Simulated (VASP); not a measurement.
Here is a VASP 6.6.1 calculation.

The input INCAR:

```
  PREC = Accurate
  ENCUT = 520
  EDIFF = 1E-7
  ISMEAR = 0
  SIGMA = 0.02
  LREAL = F
  LASPH = T
  NELM = 100
  ALGO = Normal
  ISIF = 3
  LWAVE = F
  LCHARG = F
  ISPIN = 2
  MAGMOM = 5 -5 0 0
  LORBIT = 11
  LMAXMIX = 4
  LDAU = T
  LDAUTYPE = 2
  LDAUL = 2 -1
  LDAUU = 3.9 0
  LDAUJ = 0 0
  LDAUPRINT = 1
  GGA = PS
  IBRION = 2
  NSW = 80
  EDIFFG = -0.002
```

KPOINTS

```
regular mesh
0
Gamma
  8 8 6
```

The input POSCAR:

```
MnS
1.0
    0.0000000000      2.6045000000     -2.6045000000
    0.0000000000      2.6045000000      2.6045000000
    5.2090000000      0.0000000000      0.0000000000
Mn S
2 2
Direct
    0.0000000000      0.0000000000      0.0000000000
    0.5000000000      0.5000000000      0.5000000000
    0.0000000000      1.0000000000      0.5000000000
    0.5000000000      1.5000000000      1.0000000000
```

Potentials or basis: VASP PAW PBE potentials, release 64 (Mn_pv, S).

Run with:

```console
$ cat potpaw_PBE.64/Mn_pv/POTCAR potpaw_PBE.64/S/POTCAR > POTCAR
$ mpirun -np 1 vasp_std > vasp.out
```

Estimate the net moment.

0.00 μB per cell.

Estimate the band gap on the k mesh.

0.91 eV.

Eigenvalues of the final occupation matrices:
```csv
site,spin,trace,eigenvalues
site 1 d,1,4.70,0.93 0.93 0.93 0.95 0.95
site 1 d,2,0.21,0.02 0.02 0.02 0.08 0.08
site 2 d,1,0.21,0.02 0.02 0.02 0.08 0.08
site 2 d,2,4.70,0.93 0.93 0.93 0.95 0.95
```

 A k mesh can miss the band edges.
